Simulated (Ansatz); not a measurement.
# AlN: the cost of one run

Program: Ansatz 0.2.0. Level of theory: DFT PBEsol, scalar-relativistic, plane waves, PAW. These are calculated values, not measurements.

2 further runs of the same task are left out: 2 set aside as unsound or not needed.

## (1) The system as given

Symmetry: F-43m, No. 216, cubic system. Conventional cell: a = 4.377 Å, b = 4.377 Å, c = 4.377 Å, α = 90.00°, β = 90.00°, γ = 90.00°. Al (site symmetry -43m) has 4 N at 1.90 Å as nearest neighbours. N (site symmetry -43m) has 4 Al at 1.90 Å as nearest neighbours.

As a file:

```cif
data_structure
_symmetry_space_group_name_H-M 'P 1'
_symmetry_Int_Tables_number 1
_cell_length_a 3.0953
_cell_length_b 3.0953
_cell_length_c 3.0953
_cell_angle_alpha 60.000
_cell_angle_beta 60.000
_cell_angle_gamma 60.000
_cell_volume 20.97
loop_
_atom_site_label
_atom_site_type_symbol
_atom_site_fract_x
_atom_site_fract_y
_atom_site_fract_z
_atom_site_occupancy
Al1 Al 0.00000 0.00000 0.00000 1
N1 N 0.75000 0.75000 0.75000 1
```

It goes back to an entry of the Materials Project, which need not be the stable form.

It is the result of an earlier relaxation at this level (volume 10.48 Å³/atom; gap on the mesh: 3.19 eV).

## (2) Building the cluster of 6 host atoms, cut as a sphere about point 0.06 0.10 0.03

The cluster is cut from the relaxed crystal and set in a periodic box with vacuum round it. Its excess energy counts from the bulk, -452.9569 eV an atom.

The cell holds 3 Al, 3 N: a = 11.800 Å, b = 12.100 Å, c = 12.400 Å, α = 90.00°, β = 90.00°, γ = 90.00°.

## (3) The relaxation run

input.yaml reads:

```yaml
crystal:
  lattice:
    - [11.8, 0.0, 0.0]
    - [0.0, 12.1, 0.0]
    - [0.0, 0.0, 12.4]
  atoms:
    - { symbol: Al, position: [0.453629638, 0.3643379491, 0.5441266348], spin: 0.4 }
    - { symbol: "N", position: [0.546370362, 0.4547793164, 0.6323799045], spin: 0.4 }
    - { symbol: Al, position: [0.453629638, 0.5452206836, 0.3676200955], spin: 0.4 }
    - { symbol: "N", position: [0.546370362, 0.6356620509, 0.4558733652], spin: 0.4 }
    - { symbol: "N", position: [0.360888914, 0.4547793164, 0.4558733652], spin: 0.4 }
    - { symbol: Al, position: [0.639111086, 0.5452206836, 0.5441266348], spin: 0.4 }
basis:
  ecutwfc: 420
kpoints:
  mp_grid: { grid: [1, 1, 1] }
hamiltonian:
  xc: pbesol
scf:
  occupations: { method: gaussian, width: 0.05 }
output:
  forces: true
  eigenvalues: true
  populations: true
  write_density: true
  write_potential: true
  elf: true
  volumetric_format: npy
magnetization:
  spin_polarized: true
relax:
  adjacent_minimum: "off"
  f_tol: 0.03
  max_steps: 40
```

Run with:

```bash
> ansatz run input.yaml --threads 4 --pin off --max-ram 11264MiB --backend cpu --events-out ev --progress --plain --runs-dir out
```

Q: Estimate wall time and peak memory on 4 threads of AMD EPYC 9R45 (Zen 5), shared host.

About 23 s, with a peak of 1.3 GiB.
